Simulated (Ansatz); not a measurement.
# Na: the cost of one run

Computed with Ansatz 0.2.0 (DFT PBE, scalar-relativistic, plane waves, PAW, unless a step's input says otherwise).

2 further runs of the same task are left out: 1 that didn't finish, 1 set aside as unsound or not needed.

## 1. The structure to begin with

It takes space group C2/m (No. 12, monoclinic). Conventional cell: a = 10.276 Å, b = 17.799 Å, c = 10.276 Å, α = 90.00°, β = 109.47°, γ = 90.00°. Na (site symmetry m) is surrounded by 7 Na at 3.63 Å. Na (site symmetry m) is surrounded by 8 Na at 3.63 Å. Around Na (site symmetry 2/m) lie 8 Na at 3.63 Å. Around Na (site symmetry 1) lie 7 Na at 3.63 Å. Na (site symmetry 1) has 8 Na at 3.63 Å as nearest neighbours. Na (site symmetry 2) is surrounded by 8 Na at 3.63 Å. Only part of the 9 independent sites is listed.

Structure file:

```xyz
23
Lattice="8.3906 -4.1953 4.1953 4.1953 -8.3906 -4.1953 8.3906 4.1953 -4.1953" Properties=species:S:1:pos:R:3 pbc="T T T"
Na    8.3906   -4.1953   -4.1953
Na   10.4883   -2.0977   -6.2930
Na    8.3906   -8.3906    0.0000
Na   10.4883   -6.2930   -2.0977
Na   12.5860   -4.1953   -4.1953
Na   12.5860   -8.3906    0.0000
Na   14.6836   -6.2930   -2.0977
Na    4.1953   -4.1953    0.0000
Na    6.2930   -2.0977   -2.0977
Na    8.3906    0.0000   -4.1953
Na    8.3906   -4.1953    0.0000
Na   10.4883   -2.0977   -2.0977
Na   10.4883   -6.2930    2.0977
Na   12.5860   -4.1953    0.0000
Na   14.6836   -2.0977   -2.0977
Na    0.0000    0.0000    0.0000
Na    4.1953    0.0000    0.0000
Na    6.2930    2.0977   -2.0977
Na    6.2930   -2.0977    2.0977
Na    8.3906    0.0000    0.0000
Na   10.4883    2.0977   -2.0977
Na   10.4883   -2.0977    2.0977
Na   12.5860    0.0000    0.0000
```

It is built from the cell relaxed beforehand with the same method (36.92 Å³/atom).

## 2. The vacancy and the jump

The supercell lacks one Na atom, at fractional position (0.292, 0.667, 0.125), and holds 23 atoms. Atom 1 (Na), 3.63 Å away, is to jump into the empty site. The cell is fixed.

## 3. Relaxing around the vacancy

input.yaml

```yaml
crystal:
  lattice:
    - [8.3906408752, -4.1953204376, 4.1953204376]
    - [4.1953204376, -8.3906408752, -4.1953204376]
    - [8.3906408752, 4.1953204376, -4.1953204376]
  atoms:
    - { symbol: Na, position: [0.1666666667, 0.6666666667, 0.5] }
    - { symbol: Na, position: [0.0416666667, 0.6666666667, 0.875] }
    - { symbol: Na, position: [0.6666666667, 0.6666666667, 0.0] }
    - { symbol: Na, position: [0.5416666667, 0.6666666667, 0.375] }
    - { symbol: Na, position: [0.4166666667, 0.6666666667, 0.75] }
    - { symbol: Na, position: [0.9166666667, 0.6666666667, 0.25] }
    - { symbol: Na, position: [0.7916666667, 0.6666666667, 0.625] }
    - { symbol: Na, position: [0.3333333333, 0.3333333333, 0.0] }
    - { symbol: Na, position: [0.2083333333, 0.3333333333, 0.375] }
    - { symbol: Na, position: [0.0833333333, 0.3333333333, 0.75] }
    - { symbol: Na, position: [0.5833333333, 0.3333333333, 0.25] }
    - { symbol: Na, position: [0.4583333333, 0.3333333333, 0.625] }
    - { symbol: Na, position: [0.9583333333, 0.3333333333, 0.125] }
    - { symbol: Na, position: [0.8333333333, 0.3333333333, 0.5] }
    - { symbol: Na, position: [0.7083333333, 0.3333333333, 0.875] }
    - { symbol: Na, position: [0.0, 0.0, 0.0] }
    - { symbol: Na, position: [0.25, 0.0, 0.25] }
    - { symbol: Na, position: [0.125, 0.0, 0.625] }
    - { symbol: Na, position: [0.625, 0.0, 0.125] }
    - { symbol: Na, position: [0.5, 0.0, 0.5] }
    - { symbol: Na, position: [0.375, 0.0, 0.875] }
    - { symbol: Na, position: [0.875, 0.0, 0.375] }
    - { symbol: Na, position: [0.75, 0.0, 0.75] }
basis:
  ecutwfc: 420
kpoints:
  mp_grid: { grid: [4, 4, 4] }
hamiltonian:
  xc: pbe
scf:
  occupations: { method: gaussian, width: 0.1 }
output:
  forces: true
  stress: true
  eigenvalues: true
relax:
  adjacent_minimum: "off"
  f_tol: 0.02
  max_steps: 50
```

On the command line:

```sh
> ansatz run input.yaml --threads 4 --pin off --max-ram 9216MiB --backend cpu --events-out ev --progress --plain --runs-dir out
```

Q: Estimate wall time and peak memory on 4 threads of Arm Neoverse V1, shared host.

About 6.1 min, with a peak of 3.2 GiB.
